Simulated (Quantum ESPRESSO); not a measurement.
Input of a Quantum ESPRESSO 7.5 run:

File run.py:

```python
import numpy as np
from ase.calculators.espresso import Espresso, EspressoProfile
from ase.io import read

atoms = read('ZnS.xyz')

input_data = {
    'control': {'calculation': 'scf', 'prefix': 'pwscf', 'outdir': './tmp', 'tprnfor': True, 'tstress': True, 'disk_io': 'nowf'},
    'system': {'ecutwfc': 55.0, 'ecutrho': 440.0, 'nbnd': 20, 'occupations': 'smearing', 'smearing': 'fd', 'degauss': 0.00367493},
    'electrons': {'conv_thr': 4e-10, 'electron_maxstep': 120, 'mixing_beta': 0.5},
}
pseudopotentials = {'S': 's_pbe_v1.4.uspp.F.UPF', 'Zn': 'Zn_pbe_v1.uspp.F.UPF'}
profile = EspressoProfile(command='pw.x', pseudo_dir='pseudo')
dft = Espresso(profile=profile, input_data=input_data, pseudopotentials=pseudopotentials, kpts=(9, 9, 9), koffset=(0, 0, 0))
atoms.calc = dft

print(f'energy {atoms.get_potential_energy():.8f} eV')
print('forces (eV/A)')
print(np.round(atoms.get_forces(), 6))
print('stress (eV/A^3, Voigt)')
print(np.round(atoms.get_stress(), 8))
print(f'Fermi level {dft.get_fermi_level():.4f} eV')
```

File ZnS.xyz:

```xyz
2
Lattice="0.0000000000 2.7020000000 2.7020000000 2.7020000000 0.0000000000 2.7020000000 2.7020000000 2.7020000000 0.0000000000" Properties=species:S:1:pos:R:3 pbc="T T T"
Zn     4.0530000000      4.0530000000      4.0530000000
S      0.0000000000      0.0000000000      0.0000000000
```

Potentials or basis: SSSP 1.3 efficiency PBE.

Run with:

```sh
$ OMP_NUM_THREADS=1 python run.py
```

Question: What does it give for the band gap on the k mesh?

Answer: 2.11 eV, direct.

Question: What does it give for the pressure?

Answer: 1.7 GPa.

**What was measured.**

From “Electronic, vibrational, and thermodynamic properties of ZnS (zincblende and rocksalt structure)”, 2009, arxiv:0911.5022, for a bulk crystal of ZnS at 19 K: band gap 3.85 eV (direct).

Against the measured gap of ZnS, 3.85 eV (direct; 19 K; quoted in “Electronic, vibrational, and thermodynamic properties of ZnS (zincblende and rocksalt structure)”, 2009, arxiv:0911.5022), the calculated 2.11 eV is off by -1.74 eV. The value is that of PBE, without temperature or zero-point motion. Semilocal functionals fall short of measured gaps as a rule.
